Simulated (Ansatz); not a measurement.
BaTiO3, a database entry at a rescaled volume

```
Ba Ti O
1.0
     4.05661    0.00000    0.00000
     0.01133    4.05659    0.00000
     0.02266    0.02259    8.11316
Ba Ti O
2 2 6
Direct
  0.00000 0.00000 0.00000
  0.00000 0.00000 0.50000
  0.48800 0.48800 0.24400
  0.48800 0.48800 0.74400
  0.51160 0.51160 0.00975
  0.51160 0.51160 0.50975
  0.01950 0.51160 0.25580
  0.01950 0.51160 0.75580
  0.51160 0.01950 0.25580
  0.51160 0.01950 0.75580
```

Method: r2SCAN, no spin polarisation; PAW, plane waves to 500 eV, 6×6×3 Γ-centred mesh, fermi-dirac occupations (width 0.1 eV) (Ansatz 0.2.0), atoms fixed.

Task: What does the stress say?

Result: The pressure is -4.9 GPa (compression positive), so with the atoms held at these fractions the cell would first shrink.

Task: Where is the largest force?

Result: The largest is on Ti3 (and as large on other atoms): 0.41 eV/Å, components (-0.24, -0.23, -0.23). It makes 59° with the line to a nearest neighbour, O7 at 1.90 Å.

Task: Give the Bader charges.

Result: Bader charges in e: Ba +1.58, Ti +2.29, O -1.29. In the mean Ti gives up most and O takes most.

Task: Metal or insulator? Give the gap.

Result: The gap is 2.64 eV, indirect (the least direct gap found is 2.82 eV).

Origin: a database entry at a rescaled volume.
